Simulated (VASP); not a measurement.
MgO:

```
CELL_PARAMETERS angstrom
3.24058 0.00000 0.00000
-1.62029 2.80642 0.00000
0.00000 0.00000 5.19172
ATOMIC_POSITIONS crystal
Mg 0.33333 0.66667 0.50000
Mg 0.66667 0.33333 0.00000
O 0.66667 0.33333 0.37901
O 0.33333 0.66667 0.87901
```

The cell was built by a generator and needn't be a form met in nature.

| Item | Value |
| --- | --- |
| Program | VASP 6.6.1 |
| Task | relaxation of cell and atoms |
| Functional | r2SCAN |
| Potentials or basis | VASP PAW PBE potentials, release 64 (Mg, O) |
| Cutoff | 600 eV |
| k mesh | 9 × 9 × 5 |
| Occupations | gaussian, width 0.03 eV |
| Spin | no spin polarisation |

At the start: pressure -0.3 GPa; volume 11.80 Å³/atom.

Q: How do energy, volume and symmetry change on relaxing?

A: Over 10 steps the energy falls by 4.4 meV/atom and the volume is 11.71 Å³/atom (-0.8 %); space group P6_3mc (No. 186, to 0.05 Å).

The path:
```csv
step,energy change (eV),largest force (eV/Å),pressure (GPa),volume (Å³)
1,0.0000,0.1690,-0.27,47.22
2,-0.0060,0.0825,0.03,47.08
3,-0.0109,0.0745,0.66,46.80
4,-0.0147,0.0353,0.33,46.87
5,-0.0171,0.0319,-0.19,46.99
6,-0.0171,0.0357,-0.22,47.00
7,-0.0174,0.0261,-0.11,46.95
8,-0.0176,0.0150,0.01,46.89
9,-0.0176,0.0061,0.23,46.77
10,-0.0176,0.0036,0.11,46.83
```

Final structure:
```
Mg O
1.0
     3.28119    0.00000    0.00000
    -1.64060    2.84160    0.00000
     0.00000    0.00000    5.02220
Mg O
2 2
Cartesian
  0.0000 1.8944 2.4718
  1.6406 0.9472 4.9829
  1.6406 0.9472 1.9428
  0.0000 1.8944 4.4539
```

Caveat: the PAW data sets were made with another functional, which shifts forces and pressure a little.
